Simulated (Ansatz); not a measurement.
The cell is Cu2ZnSnS4 in the stannite structure; cell and atoms were relaxed with r2SCAN. It is tetragonal, I-42m (No. 121); conventional cell a = 5.404 Å, c = 10.854 Å, 19.81 Å³ an atom. Cu is surrounded by 4 S at 2.30 Å; Zn is surrounded by 4 S at 2.35 Å; Sn is surrounded by 4 S at 2.44 Å; S is surrounded by 2 Cu at 2.30 Å and 1 Zn at 2.35 Å and 1 Sn at 2.44 Å.

```cif
data_structure
_symmetry_space_group_name_H-M 'I-42m'
_symmetry_Int_Tables_number 121
_cell_length_a 5.4043
_cell_length_b 5.4043
_cell_length_c 10.8544
_cell_angle_alpha 90.000
_cell_angle_beta 90.000
_cell_angle_gamma 90.000
_cell_volume 317.02
loop_
_atom_site_label
_atom_site_type_symbol
_atom_site_symmetry_multiplicity
_atom_site_Wyckoff_symbol
_atom_site_fract_x
_atom_site_fract_y
_atom_site_fract_z
_atom_site_occupancy
Cu1 Cu 4 d 0.00000 0.50000 0.25000 1
Zn1 Zn 2 a 0.00000 0.00000 0.00000 1
Sn1 Sn 2 b 0.50000 0.50000 0.00000 1
S1 S 8 i 0.75757 0.75757 0.13285 1
```

The questions ask for values computed with Ansatz on this geometry. Non-magnetic throughout. Whether this structure exists isn't addressed.

**Question.** What gap does PBE give, and where are the band edges?

**Answer.** The PBE gap is direct at Γ: 0.06 eV. (With 0.02 eV of smearing so small a gap leaves both edges partly filled, and it could close between the points sampled.)

**Question.** How does the gap change from PBE to PBE+SOC (6×6×6)?

**Answer.** The PBE+SOC gap is direct at Γ: 0.05 eV. (This is within a few times the smearing of 0.02 eV, so the filling near the edges can be smeared.) The gap differs by -0.01 eV from PBE's.

**Question.** What does r2SCAN give for the gap (6×6×6 mesh)?

**Answer.** r2SCAN gives a direct gap of 0.33 eV at Γ. The gap differs by +0.27 eV from PBE's.

**Question.** What does HSE06 give for the gap (4×4×4 mesh)?

**Answer.** HSE06 gives a direct gap of 1.16 eV at Γ. The gap differs by +1.10 eV from PBE's.

Only the levels marked +SOC include spin-orbit coupling.

The meshes of the hybrids are coarse, so their gaps aren't converged to the digits shown.

Gaps under 0.1 eV (PBE, PBE+SOC) can't be told from a closed one: the bands may be in normal order or already inverted, which a gap's size doesn't show.
